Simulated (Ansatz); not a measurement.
Runs of Ansatz 0.2.0 on CdO (Monteponite). The structure is cubic, space group Fm-3m (No. 225). Conventional cell: a = 4.699 Å, b = 4.699 Å, c = 4.699 Å, α = 90.00°, β = 90.00°, γ = 90.00°. Cd (site symmetry m-3m) is surrounded by 6 O at 2.35 Å. O (site symmetry m-3m) has 6 Cd at 2.35 Å as nearest neighbours. 

```tsv
task	level	cell	k mesh	cutoff (eV)	smearing	gap on the mesh (eV)	pressure (GPa)
phonons	PBEsol	as given	7 × 7 × 7	326	fermi-dirac 0.05 eV	none	-
band structure	revPBE	as given	10 × 10 × 10	306	fermi-dirac 0.05 eV	-	9.4
band structure	LDA	as given	10 × 10 × 10	305	fermi-dirac 0.05 eV	-	(a)
single point	PBEsol	as given	10 × 10 × 10	306	gaussian 0.05 eV	none	-0.8
relaxation of cell and atoms	RPBE+D3(BJ)	relaxed	10 × 10 × 10	-	fermi-dirac 0.05 eV	-	0.0
band structure	RPBE	as given	10 × 10 × 10	306	fermi-dirac 0.05 eV	-	10.6
```

Alike in all rows: potentials or basis all-electron LAPW, scalar-relativistic; no spin polarisation; basis error allowed 0.001 eV/atom.

Problem. Estimate the missing entries.

Solution. (a) -6.1.

Caveats: this crystal is a semiconductor, whose small gap the functional closes, so the metal is an error of the method (some runs); the k mesh is thin for a metal, which can move the energy by tens of meV per atom (some runs); a metal's response needs a denser mesh (some runs).

A k mesh can miss the band edges, and the runs leave out spin-orbit coupling on Cd.

A gap of «none» marks a metal or a gap under the smearing width.

Runs at the PBE level aren't shown here.
